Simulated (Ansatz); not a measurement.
# Ba, diamond: how the functional moves the structure

All rows: Ansatz, plane waves with scalar-relativistic PAW, 420 eV (500 eV for the SCAN forms), relaxed under each functional, no dispersion correction, no zero-point motion. B₀ comes from uniform scaling at fixed shape; a dash is a value not given.

| functional | V (Å³/atom) | cell | B₀ (GPa) | magnetic state | ΔE to bcc (meV/atom) |
| --- | --- | --- | --- | --- | --- |
| PBE | 57.39 | a = 7.715 Å | - | spin not included | 955 |
| r²SCAN | 54.53 | a = 7.584 Å | 13 | spin not included | 858 |
| PBEsol | 50.90 | a = 7.412 Å | 15 | spin not included | 864 |
| revPBE | 120.47 | a = 9.878 Å | - | spin not included | 1040 |
| RPBE | 141.80 | a = 10.429 Å | - | spin not included | 1016 |
| BLYP | 161.27 | a = 10.886 Å | - | spin not included | 770 |

PBEsol gives the smallest volume and BLYP the largest.
